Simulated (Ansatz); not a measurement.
## InAs: single point with PBE

**The experiment to reproduce.**

A printed reference work, data compilation reports, for a bulk crystal of InAs at 4.2 K: band gap 0.418 eV (direct).

The system is InAs.

```
CELL_PARAMETERS angstrom
0.00000 3.01800 3.01800
3.01800 0.00000 3.01800
3.01800 3.01800 0.00000
ATOMIC_POSITIONS crystal
In 0.00000 0.00000 0.00000
As 0.75000 0.75000 0.75000
```

```json
{
  "Program": "Ansatz 0.2.0",
  "Task": "single point",
  "Functional": "PBE",
  "Potentials or basis": "all-electron LAPW, scalar-relativistic",
  "Cutoff": "283 eV (chosen from the basis error)",
  "Basis error allowed": "0.001 eV/atom",
  "k mesh": "8 × 8 × 8",
  "Occupations": "gaussian, width 0.012 eV",
  "Spin": "no spin polarisation"
}
```

- Pressure: 4.3 GPa
- Band gap on the k mesh: none (metal or under the smearing width)

Levels at points of the mesh, in eV from the Fermi level:
| k point | band 18 | band 19 | band 20 | band 21 | band 22 | band 23 | band 24 | band 25 | band 26 | band 27 |
| --- | --- | --- | --- | --- | --- | --- | --- | --- | --- | --- |
| (0.00, 0.00, 0.00) | -14.28 | -11.90 | -0.17 | 0.00 | 0.00 | 0.00 | 3.92 | 3.92 | 3.92 | 7.54 |
| (0.00, 0.00, -0.50) | -14.27 | -10.42 | -5.79 | -1.00 | -1.00 | 0.97 | 4.69 | 4.69 | 6.86 | 9.07 |
| (0.00, -0.50, -0.50) | -14.26 | -9.87 | -5.86 | -2.34 | -2.34 | 1.54 | 2.07 | 9.22 | 9.32 | 9.32 |

Run time: 20 s on 1 thread of Intel(R) Xeon(R) Processor @ 2.50GHz (Skylake/Cascade Lake), with other jobs on the host, peak memory 0.32 GiB.

Measured gap of InAs: 0.418 eV (direct; 4.2 K; a printed reference work, data compilation). This calculation gives 0.00 eV (-0.42 eV). Spin-orbit coupling on As, In is left out. The value is that of PBE on a finite k mesh, which can miss the band edges, without temperature or zero-point motion. Semilocal functionals fall short of measured gaps as a rule.

Caveat: this crystal is a semiconductor, whose small gap the functional closes, so the metal is an error of the method.
